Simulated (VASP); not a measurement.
# SiNi2 (P6_3/mmc) in VASP: further runs, part 2 of 2

VASP 6.6.1. Earlier steps stand in the parts before.

### Step 3. Relaxation of cell and atoms, PBEsol+D4, collinear spin, ferromagnetic start

INCAR reads:

```
SYSTEM = SiNi2
ALGO = Normal
EDIFF = 1E-6
EDIFFG = -0.01
ENCUT = 600
GGA = PS
IBRION = 2
ISIF = 3
ISMEAR = -1
ISPIN = 2
IVDW = 13
LASPH = .TRUE.
LCHARG = .FALSE.
LMAXMIX = 4
LORBIT = 11
LREAL = .FALSE.
LWAVE = .FALSE.
MAGMOM = 1 1 1 1 0 0
NELM = 150
NSW = 60
PREC = Accurate
SIGMA = 0.05
```

KPOINTS reads:

```
k-points
0
G
  6 6 5
  0 0 0
```

POSCAR reads:

```
SiNi2
1.0
    3.8360000000      0.0000000000      0.0000000000
   -1.9180000000      3.3220734489      0.0000000000
    0.0000000000      0.0000000000      4.9480000000
Ni Si
4 2
Direct
    0.6666666667      0.3333333333      0.7500000000
    0.3333333333      0.6666666667      0.2500000000
    0.0000000000      0.0000000000      0.5000000000
    0.0000000000      0.0000000000      0.0000000000
    0.6666666667      0.3333333333      0.2500000000
    0.3333333333      0.6666666667      0.7500000000
```

Potentials or basis: VASP PAW PBE potentials, release 64 (Ni, Si).

Run with:

```console
$ cat potpaw_PBE.64/Ni/POTCAR potpaw_PBE.64/Si/POTCAR > POTCAR
$ mpirun -np 1 vasp_std > vasp.out
```

OUTCAR:

```text
SYSTEM = SiNi2
   EDIFF = 1E-6
   EDIFFG = -0.01
   ENCUT = 600
   GGA = PS
   IBRION = 2
   ISIF = 3
   ISMEAR = -1
   ISPIN = 2
   IVDW = 13
   LASPH = .TRUE.
   LORBIT = 11
   LREAL = .FALSE.
   NELM = 150
   NSW = 60
   PREC = Accurate

 ion  position               nearest neighbor table
   1  0.667  0.333  0.750-   6 2.21   6 2.21   6 2.21   5 2.47   5 2.47   3 2.54   4 2.54   3 2.54
                             4 2.54   3 2.54   4 2.54
   2  0.333  0.667  0.250-   5 2.21   5 2.21   5 2.21   6 2.47   6 2.47   3 2.54   4 2.54   4 2.54
                             3 2.54   4 2.54   3 2.54
   3  0.000  0.000  0.500-   4 2.47   4 2.47   1 2.54   5 2.54   6 2.54   2 2.54   2 2.54   6 2.54
                             1 2.54   5 2.54   1 2.54   5 2.54   2 2.54   6 2.54
   4  0.000  0.000  0.000-   3 2.47   3 2.47   1 2.54   5 2.54   6 2.54   2 2.54   2 2.54   6 2.54
                             1 2.54   5 2.54   1 2.54   5 2.54   2 2.54   6 2.54
   5  0.667  0.333  0.250-   2 2.21   2 2.21   2 2.21   1 2.47   1 2.47   3 2.54   4 2.54   3 2.54
                             4 2.54   3 2.54   4 2.54
   6  0.333  0.667  0.750-   1 2.21   1 2.21   1 2.21   2 2.47   2 2.47   3 2.54   4 2.54   4 2.54
                             3 2.54   4 2.54   3 2.54

  LATTYP: Found a hexagonal cell.
 ALAT       =     3.8360000000
 C/A-ratio  =     1.2898852972

  Lattice vectors:

 A1 = (   3.8360000000,   0.0000000000,   0.0000000000)
 A2 = (  -1.9180000000,   3.3220734489,   0.0000000000)
 A3 = (   0.0000000000,   0.0000000000,   4.9480000000)

Analysis of symmetry for initial positions (statically):
[... 386 lines left out ...]
  ext. energy  EPLUGINS =         0.00000000
  ---------------------------------------------------
  free energy    TOTEN  =       -39.57729124 eV

  energy without entropy =      -39.55358334  energy(sigma->0) =      -39.56543729

 E-fermi :  11.6481     XC(G=0): -13.3126

 val. band max:       11.6214735552   @ k =   0.3333   0.1667   0.4000
 cond. band min:      11.6917042194   @ k =   0.1667   0.1667   0.4000
 fundamental gap:      0.0702306642
 Fermi energy:        11.6480745499

 spin component 1

 k-point     1 :       0.0000    0.0000    0.0000
  band No.  band energies     occupation
      1      -1.2722      1.00000
      2       3.3319      1.00000
      3       4.9827      1.00000
      4       6.3603      1.00000
      5       6.3603      1.00000
      6       7.5590      1.00000
[... 682 lines left out ...]
     29      18.7066      0.00000
     30      18.7066      0.00000
 Fermi energy:        11.6480745499

 spin component 2

 k-point     1 :       0.0000    0.0000    0.0000
  band No.  band energies     occupation
      1      -1.2722      1.00000
      2       3.3319      1.00000
      3       4.9827      1.00000
      4       6.3603      1.00000
      5       6.3603      1.00000
      6       7.5590      1.00000
[... 719 lines left out ...]
  FREE ENERGIE OF THE ION-ELECTRON SYSTEM (eV)
  ---------------------------------------------------
  free  energy   TOTEN  =       -41.3681353445 eV

  energy  without entropy=      -41.3444274471  energy(sigma->0) =      -41.35628140

 reached required accuracy - stopping structural energy minimisation

 total charge

# of ion       s       p       d       tot
------------------------------------------
    1        0.535   0.663   8.550   9.748
    2        0.535   0.663   8.550   9.748
    3        0.452   0.589   8.458   9.499
    4        0.452   0.589   8.458   9.499
    5        0.722   0.895   0.000   1.617
    6        0.722   0.895   0.000   1.617
--------------------------------------------------
tot          3.420   4.294  34.015  41.729

 magnetization (x)

# of ion       s       p       d       tot
------------------------------------------
    1       -0.000   0.000   0.000   0.000
    2       -0.000   0.000   0.000   0.000
    3        0.000   0.000   0.000   0.000
    4        0.000   0.000   0.000   0.000
    5       -0.000  -0.000   0.000  -0.000
    6       -0.000  -0.000   0.000  -0.000
--------------------------------------------------
tot         -0.000  -0.000   0.000   0.000
```

CONTCAR:

```text
SiNi2
   1.00000000000000
     3.8494022230476923   -0.0000000000000000    0.0000000000000000
    -1.9247011115238462    3.3336801145263073   -0.0000000000000000
     0.0000000000000000   -0.0000000000000000    4.8796916005251605
  Ni              Si
     4     2
Direct
     0.6666666667000030    0.3333333332999970    0.7500000000000000
     0.3333333332999970    0.6666666667000030    0.2500000000000000
     0.0000000000000000    0.0000000000000000    0.5000000000000000
     0.0000000000000000    0.0000000000000000    0.0000000000000000
     0.6666666667000030    0.3333333332999970    0.2500000000000000
     0.3333333332999970    0.6666666667000030    0.7500000000000000

  0.00000000E+00  0.00000000E+00  0.00000000E+00
  0.00000000E+00  0.00000000E+00  0.00000000E+00
  0.00000000E+00  0.00000000E+00  0.00000000E+00
  0.00000000E+00  0.00000000E+00  0.00000000E+00
  0.00000000E+00  0.00000000E+00  0.00000000E+00
  0.00000000E+00  0.00000000E+00  0.00000000E+00
```

Wall time 3.9 min (1 thread of AMD EPYC 9R45 (Zen 5), shared host); peak memory 0.24 GiB.

What came out:

```
Free energy                                           : -41.3681 eV
Relaxed volume                                        : 10.44 Å³/atom
Relaxed cell                                          : a = 3.849 Å, b = 3.849 Å, c = 4.880 Å, α = 90.00°, β = 90.00°, γ = 120.00°
Space group after relaxing (to 0.05 Å)                : P6_3/mmc (No. 194)
Energy gained by relaxing                             : 2.2 meV/atom
Ionic steps                                           : 5
Pressure after relaxing                               : -0.1 GPa
Band gap on the k mesh                                : none (metal or under the smearing width)
Net moment                                            : 0.00 μB per cell
Valence electrons inside the program's atomic spheres : Ni 9.75, 9.50; Si 1.62
Dispersion energy per atom                            : -0.298 eV
```

Step by step:
```csv
step,energy change (eV),largest force (eV/Å),pressure (GPa),volume (Å³)
1,0.0000,0.0000,-1.04,63.05
2,-0.0127,0.0000,0.79,62.43
3,-0.0127,0.0000,0.77,62.44
4,-0.0126,0.0000,-0.85,62.83
5,-0.0133,0.0000,-0.12,62.62
```

Final structure:
```cif
data_structure
_symmetry_space_group_name_H-M 'P 1'
_symmetry_Int_Tables_number 1
_cell_length_a 3.8494
_cell_length_b 3.8494
_cell_length_c 4.8797
_cell_angle_alpha 90.000
_cell_angle_beta 90.000
_cell_angle_gamma 120.000
_cell_volume 62.62
loop_
_atom_site_label
_atom_site_type_symbol
_atom_site_fract_x
_atom_site_fract_y
_atom_site_fract_z
_atom_site_occupancy
Ni1 Ni 0.66667 0.33333 0.75000 1
Ni2 Ni 0.33333 0.66667 0.25000 1
Ni3 Ni 0.00000 0.00000 0.50000 1
Ni4 Ni 0.00000 0.00000 0.00000 1
Si1 Si 0.66667 0.33333 0.25000 1
Si2 Si 0.33333 0.66667 0.75000 1
```

Caveat: the PAW data sets were made with another functional, which shifts forces and pressure a little; pairwise dispersion overbinds metals, which lowers pressure and volume.

### Step 4. Relaxation of cell and atoms, PBEsol+rVV10, collinear spin, ferromagnetic start

INCAR, as its differences from that of step 3:

```diff
@@ -2,2 +2,4 @@
 ALGO = Normal
+BPARAM = 20.0
+CPARAM = 0.0093
 EDIFF = 1E-6
@@ -10,3 +12,3 @@
 ISPIN = 2
-IVDW = 13
+IVDW_NL = 2
 LASPH = .TRUE.
@@ -16,2 +18,3 @@
 LREAL = .FALSE.
+LUSE_VDW = .TRUE.
 LWAVE = .FALSE.
```

KPOINTS is that of step 3.

POSCAR is that of step 3.

Run with:

```console
$ cat potpaw_PBE.64/Ni/POTCAR potpaw_PBE.64/Si/POTCAR > POTCAR
$ mpirun -np 1 vasp_std > vasp.out
```

It took 6.1 min on 1 thread of AMD EPYC 9R45 (Zen 5), shared host; peak memory 0.4 GiB.

The run converged. Its results:

```yaml
Free_energy: -39.1190 eV
Relaxed_volume: 10.59 Å³/atom
Relaxed_cell: a = 3.867 Å, b = 3.867 Å, c = 4.909 Å, α = 90.00°, β = 90.00°, γ = 120.00°
Space_group_after_relaxing_to_0.05_Å: P6_3/mmc (No. 194)
Energy_gained_by_relaxing: 2.3 meV/atom
Ionic_steps: 5
Pressure_after_relaxing: 0.0 GPa
Band_gap_on_the_k_mesh: none (metal or under the smearing width)
Net_moment: 0.00 μB per cell
Valence_electrons_inside_the_program's_atomic_spheres: Ni 9.71, 9.47; Si 1.61
```

Step by step:
| step | energy change (eV) | largest force (eV/Å) | pressure (GPa) | volume (Å³) |
| --- | --- | --- | --- | --- |
| 1 | 0.0000 | 0.0000 | 2.39 | 63.05 |
| 2 | -0.0043 | 0.0000 | -3.35 | 64.49 |
| 3 | -0.0113 | 0.0000 | -0.88 | 63.85 |
| 4 | -0.0141 | 0.0000 | 0.12 | 63.54 |
| 5 | -0.0141 | 0.0000 | 0.01 | 63.56 |

Final structure:
```cif
data_structure
_symmetry_space_group_name_H-M 'P 1'
_symmetry_Int_Tables_number 1
_cell_length_a 3.8667
_cell_length_b 3.8667
_cell_length_c 4.9088
_cell_angle_alpha 90.000
_cell_angle_beta 90.000
_cell_angle_gamma 120.000
_cell_volume 63.56
loop_
_atom_site_label
_atom_site_type_symbol
_atom_site_fract_x
_atom_site_fract_y
_atom_site_fract_z
_atom_site_occupancy
Ni1 Ni 0.66667 0.33333 0.75000 1
Ni2 Ni 0.33333 0.66667 0.25000 1
Ni3 Ni 0.00000 0.00000 0.50000 1
Ni4 Ni 0.00000 0.00000 0.00000 1
Si1 Si 0.66667 0.33333 0.25000 1
Si2 Si 0.33333 0.66667 0.75000 1
```

Levels at points of the mesh, in eV from the Fermi level:
Spin up:
```tsv
k point	band 20	band 21	band 22	band 23	band 24	band 25	band 26	band 27	band 28	band 29
(0.00, 0.00, 0.00)	-1.27	-0.61	-0.61	0.18	2.77	2.77	2.79	2.91	2.91	3.34
(0.50, 0.00, 0.00)	-1.50	-1.34	-1.21	-1.01	-0.67	-0.53	1.26	1.90	3.04	3.82
```
Spin down:
```
           k point  band 20  band 21  band 22  band 23  band 24  band 25  band 26  band 27  band 28  band 29
(0.00, 0.00, 0.00)    -1.27    -0.61    -0.61     0.18     2.77     2.77     2.79     2.91     2.91     3.34
(0.50, 0.00, 0.00)    -1.50    -1.34    -1.21    -1.01    -0.67    -0.53     1.26     1.90     3.04     3.82
```

Caveat: the PAW data sets were made with another functional, which shifts forces and pressure a little; pairwise dispersion overbinds metals, which lowers pressure and volume. Zero-point motion and thermal expansion aren't in these numbers.

### Step 5. Relaxation of cell and atoms, PBEsol, collinear spin, ferromagnetic start

INCAR reads:

```
SYSTEM = SiNi2
PREC = Accurate
ENCUT = 600
EDIFF = 1E-6
ISMEAR = -1
SIGMA = 0.05
LREAL = .False.
LASPH = .True.
NELM = 150
ALGO = Normal
ISIF = 3
LWAVE = .False.
LCHARG = .False.
ISPIN = 2
MAGMOM = 1 1 1 1 0 0
LORBIT = 11
LMAXMIX = 4
GGA = PS
IBRION = 2
NSW = 60
EDIFFG = -0.01
ISYM = 1
```

KPOINTS reads:

```
regular mesh
0
Gamma
  6 6 5
  0 0 0
```

POSCAR is that of step 4.

Run with:

```console
$ cat potpaw_PBE.64/Ni/POTCAR potpaw_PBE.64/Si/POTCAR > POTCAR
$ mpirun -np 1 vasp_std > vasp.out
```

Wall time 3.4 min (1 thread of AMD EPYC 9R45 (Zen 5), shared host); peak memory 0.24 GiB.

The run converged. Its results:

* Free energy: -39.5914 eV
* Relaxed volume: 10.62 Å³/atom
* Relaxed cell: a = 3.870 Å, b = 3.870 Å, c = 4.914 Å, α = 90.00°, β = 90.00°, γ = 120.00°
* Space group after relaxing (to 0.05 Å): P6_3/mmc (No. 194)
* Energy gained by relaxing: 2.7 meV/atom
* Ionic steps: 4
* Pressure after relaxing: 0.0 GPa
* Band gap on the k mesh: none (metal or under the smearing width)
* Net moment: 0.00 μB per cell
* Valence electrons inside the program's atomic spheres: Ni 9.71, 9.46; Si 1.60

The path:
```tsv
step	energy change (eV)	largest force (eV/Å)	pressure (GPa)	volume (Å³)
1	0.0000	0.0000	3.05	63.05
2	-0.0018	0.0000	-4.00	64.89
3	-0.0136	0.0000	-0.82	63.99
4	-0.0163	0.0000	0.03	63.75
```

Final structure:
```cif
data_structure
_symmetry_space_group_name_H-M 'P 1'
_symmetry_Int_Tables_number 1
_cell_length_a 3.8702
_cell_length_b 3.8702
_cell_length_c 4.9143
_cell_angle_alpha 90.000
_cell_angle_beta 90.000
_cell_angle_gamma 120.000
_cell_volume 63.75
loop_
_atom_site_label
_atom_site_type_symbol
_atom_site_fract_x
_atom_site_fract_y
_atom_site_fract_z
_atom_site_occupancy
Ni1 Ni 0.66667 0.33333 0.75000 1
Ni2 Ni 0.33333 0.66667 0.25000 1
Ni3 Ni 0.00000 0.00000 0.50000 1
Ni4 Ni 0.00000 0.00000 0.00000 1
Si1 Si 0.66667 0.33333 0.25000 1
Si2 Si 0.33333 0.66667 0.75000 1
```

Levels at points of the mesh, in eV from the Fermi level:
Spin up:
| k point | band 21 | band 22 | band 23 | band 24 | band 25 | band 26 | band 27 | band 28 |
| --- | --- | --- | --- | --- | --- | --- | --- | --- |
| (0.00, 0.00, 0.00) | -0.61 | -0.61 | 0.17 | 2.78 | 2.78 | 2.78 | 2.91 | 2.91 |
| (0.50, 0.00, 0.00) | -1.33 | -1.21 | -1.01 | -0.67 | -0.53 | 1.25 | 1.90 | 3.04 |
Spin down:
| k point | band 22 | band 23 | band 24 | band 25 | band 26 | band 27 |
| --- | --- | --- | --- | --- | --- | --- |
| (0.00, 0.00, 0.00) | -0.61 | 0.17 | 2.78 | 2.78 | 2.78 | 2.91 |
| (0.50, 0.00, 0.00) | -1.21 | -1.01 | -0.67 | -0.53 | 1.25 | 1.90 |

Caveat: the PAW data sets were made with another functional, which shifts forces and pressure a little. Zero-point motion and thermal expansion aren't in these numbers.

### Step 6. The reference run

An earlier run on the cell as given: functional PBE; potentials or basis VASP PAW PBE potentials, release 64 (Ni, Si); cutoff 520 eV; k mesh 8 × 8 × 6; occupations fermi-dirac, width 0.05 eV; collinear spin, ferromagnetic start; starting moments [1.0, 1.0, 1.0, 1.0, 0.0, 0.0] μB.

* Pressure: 11.3 GPa
* Band gap on the k mesh: none (metal or under the smearing width)
* Net moment: 0.00 μB per cell
* Valence electrons inside the program's atomic spheres: Ni 9.73, 9.47; Si 1.62

### Step 7. Overview

| task | level | cell | k mesh | cutoff (eV) | other keys | gap on the mesh (eV) | pressure (GPa) | moment (μB) | relaxed volume (Å³/atom) |
| --- | --- | --- | --- | --- | --- | --- | --- | --- | --- |
| relaxation of cell and atoms | PBEsol+D3(BJ) | relaxed | 6 × 6 × 5 | 600 | - | none | -0.1 | 0.00 | 10.30 |
| relaxation of cell and atoms | PBEsol+D4 | relaxed | 6 × 6 × 5 | 600 | - | none | -0.1 | 0.00 | 10.44 |
| relaxation of cell and atoms | PBEsol+rVV10 | relaxed | 6 × 6 × 5 | 600 | - | none | 0.0 | 0.00 | 10.59 |
| relaxation of cell and atoms | PBEsol | relaxed | 6 × 6 × 5 | 600 | ISYM = 1 | none | 0.0 | 0.00 | 10.62 |
| single point | PBE | as given | 8 × 8 × 6 | 520 | - | none | 11.3 | 0.00 | - |

Alike in all rows: potentials or basis VASP PAW PBE potentials, release 64 (Ni, Si); spin collinear, ferromagnetic start; smearing fermi-dirac 0.05 eV.

Caveats: the PAW data sets were made with another functional, which shifts forces and pressure a little (some runs); pairwise dispersion overbinds metals, which lowers pressure and volume (some runs).

Absolute energies hang on the potentials; compare differences alone.
